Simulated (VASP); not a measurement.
Write the native input for VASP 6.6.1 that does the following.

* Task: single point
* Functional: PBE
* Potentials or basis: VASP PAW PBE potentials, release 64 (Cd, F)
* Cutoff: 520 eV
* k mesh: 7 × 7 × 7
* Occupations: fermi-dirac, width 0.05 eV
* Spin: no spin polarisation
* Further INCAR settings: ALGO = Normal; EDIFF = 1e-07; NBANDS = 24

The structure of CdF3 lies in POSCAR:

```
CdF3
1.0
    0.0000000000      3.3959799100      3.3959799100
    3.3959799100      0.0000000000      3.3959799100
    3.3959799100      3.3959799100      0.0000000000
Cd F
1 3
Direct
    0.0000000000      0.0000000000      0.0000000000
    0.2500000000      0.2500000000      0.2500000000
    0.7500000000      0.7500000000      0.7500000000
    0.5000000000      0.5000000000      0.5000000000
```

The cell was built by a generator and needn't be a form met in nature.

The input as run:

INCAR

```
SYSTEM = CdF3
ALGO = Normal
EDIFF = 1E-7
ENCUT = 520
GGA = PE
ISIF = 2
ISMEAR = -1
LASPH = .TRUE.
LCHARG = .TRUE.
LELF = .TRUE.
LREAL = .FALSE.
LVHAR = .TRUE.
LWAVE = .FALSE.
NBANDS = 24
NELM = 60
PREC = Accurate
SIGMA = 0.05
```

KPOINTS

```
k-points
0
G
  7 7 7
  0 0 0
```

Potentials or basis: VASP PAW PBE potentials, release 64 (Cd, F).

Run with:

```console
$ cat potpaw_PBE.64/Cd/POTCAR potpaw_PBE.64/F/POTCAR > POTCAR
$ mpirun -np 1 vasp_std > vasp.out
```

Results of the run:

```yaml
Pressure: -12.8 GPa
Band_gap_on_the_k_mesh: none (metal or under the smearing width)
```

Caveat: an odd number of electrons without spin polarisation forces a metal; a magnetic or distorted state may lie lower.

Run time: 47 s on 1 thread of AMD EPYC 7R43 64-Core Processor (Zen 3), on a shared host, peak memory 0.17 GiB.
